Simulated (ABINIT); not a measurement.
Ag:

```
Ag
1.0
     0.00000    2.04275    2.04275
     2.04275    0.00000    2.04275
     2.04275    2.04275    0.00000
Ag
1
Direct
  0.00000 0.00000 0.00000
```

Base run:

| Property | Result |
| --- | --- |
| Program | ABINIT 10.8.3 (patched build) |
| Functional | HCTH407 |
| Potentials or basis | JTH PAW PBE v2.0 |
| Cutoff | 463 eV |
| k mesh | 11 × 11 × 11 |
| Occupations | fermi-dirac, width 0.05 eV |
| Spin | spin-orbit coupling, no magnetisation |

Its results: band gap on the k mesh none (metal or under the smearing width); pressure 7.1 GPa.

After a change of settings the same cell gave: band gap on the k mesh none (metal or under the smearing width); pressure 11.1 GPa. Which change was it?
A. functional from HCTH407 to BP86; spin from spin-orbit coupling, no magnetisation to no spin polarisation
B. functional from HCTH407 to rPW86PBE
C. functional from HCTH407 to AM05; spin from spin-orbit coupling, no magnetisation to no spin polarisation
D. functional from HCTH407 to WC; spin from spin-orbit coupling, no magnetisation to no spin polarisation

B.

Caveats: the PAW data sets were made with another functional, which shifts forces and pressure a little.

Not every run made on this cell is shown here.
